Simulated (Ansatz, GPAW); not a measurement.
Given: the input of a run of Ansatz 0.2.0 on MnO2. Measurements of this composition are mostly on another form, of space group No. 136.

input.yaml

```yaml
crystal:
  lattice:
    - [2.8549554371, 0.0, 0.0]
    - [-1.4274777185, 2.4724639352, 0.0]
    - [0.0, 0.0, 10.2217427273]
  atoms:
    - { symbol: Mn, position: [0.0, 0.0, 0.5], spin: 4.0 }
    - { symbol: Mn, position: [0.0, 0.0, 0.0], spin: 4.0 }
    - { symbol: O, position: [0.6666666667, 0.3333333333, 0.40685645] }
    - { symbol: O, position: [0.6666666667, 0.3333333333, 0.09314355] }
    - { symbol: O, position: [0.3333333333, 0.6666666667, 0.59314355] }
    - { symbol: O, position: [0.3333333333, 0.6666666667, 0.90685645] }
hamiltonian:
  xc: pbesol
  pseudopotentials: { kind: paw }
magnetization:
  spin_polarized: true
kpoints:
  mp_grid: { grid: [11, 11, 3] }
scf:
  occupations: { method: fermi_dirac, width: 0.05 }
output:
  forces: true
  stress: true
  eigenvalues: true
```

Potentials or basis: Ansatz PAW.

Launch:

```bash
$ ansatz run input.yaml --threads 1 --pin off --max-ram 3584MiB --backend cpu --events-out ev --progress --plain --runs-dir out
```

**Question.** Set up the same calculation for GPAW 26.7.0 (ASE script). Potentials or basis there: PAW data sets generated for this functional, cutoff 800 eV.

**Answer.** As run (cutoffs and basis follow the program's own potentials, and thresholds, step limits or extra output files can differ):

Contents of run.py:

```python
from ase import Atoms
from ase.dft.bandgap import bandgap
from ase.io import write
from ase.units import Bohr, GPa
from gpaw import GPAW, PW, setup_paths
from gpaw.elf import elf_from_dft_calculation

setup_paths.insert(0, '.')

atoms = Atoms(['Mn', 'Mn', 'O', 'O', 'O', 'O'],
              cell=[[2.8549554371, 0.0, 0.0],
                    [-1.4274777185, 2.4724639352, 0.0],
                    [0.0, 0.0, 10.2217427273]],
              scaled_positions=[[0.0, 0.0, 0.5],
                                [0.0, 0.0, 0.0],
                                [0.6666666667, 0.3333333333, 0.40685645],
                                [0.6666666667, 0.3333333333, 0.09314355],
                                [0.3333333333, 0.6666666667, 0.59314355],
                                [0.3333333333, 0.6666666667, 0.90685645]],
              pbc=True)
atoms.set_initial_magnetic_moments([4.0, 4.0, 0.0, 0.0, 0.0, 0.0])

calc = GPAW(mode=PW(800),
            xc='PBEsol',
            kpts={'size': (11, 11, 3), 'gamma': True},
            occupations={'name': 'fermi-dirac', 'width': 0.05},
            nbands=47,
            convergence={'density': 1e-05, 'energy': 1e-05},
            maxiter=150,
            txt='gpaw.txt')
atoms.calc = calc
energy = atoms.get_potential_energy()
forces = atoms.get_forces()
stress = atoms.get_stress()
calc.write('gs.gpw')
write('result.traj', atoms)
print(f'Energy: {energy:.6f} eV')
print('Forces (eV/A):')
print(forces.round(4))
print('Stress (GPa):', (stress / GPa).round(3))
print('Moments:', calc.get_magnetic_moments().round(3))
print('Fermi level:', round(calc.get_fermi_level(), 4), 'eV')
print(f'Gap: {bandgap(calc)[0]:.4f} eV, direct: {bandgap(calc, direct=True)[0]:.4f} eV')

# fields on the real-space grid
write('density.cube', atoms, data=calc.get_pseudo_density() * Bohr**3)
write('potential.cube', atoms, data=calc.get_electrostatic_potential())
write('spin.cube', atoms, data=(calc.get_pseudo_density(spin=0) - calc.get_pseudo_density(spin=1)) * Bohr**3)
write('elf.cube', atoms, data=elf_from_dft_calculation(calc).data)
```

Potentials or basis: PAW data sets generated in the run's folder for this functional, pw.

The run is started by

```sh
$ gpaw-setup -f PBEsol Mn O
$ OMP_NUM_THREADS=1 python run.py
```

Both were run:

|  | Ansatz | GPAW |
| --- | --- | --- |
| Pressure | -2.3 GPa | 0.4 GPa |
| Net moment | 6.00 μB per cell | 6.00 μB per cell |

Ansatz's pressure holds a Pulay term of +0.74 GPa for its cutoff of 420 eV, which the other run lacks.

Ansatz's potentials were made for PBE.

Where Ansatz's input types no cutoff or centring, it takes its own default and a Γ-centred mesh.

The magnetic state is the one that the start led to; the real crystal's order can differ.

Pressure is positive in compression.
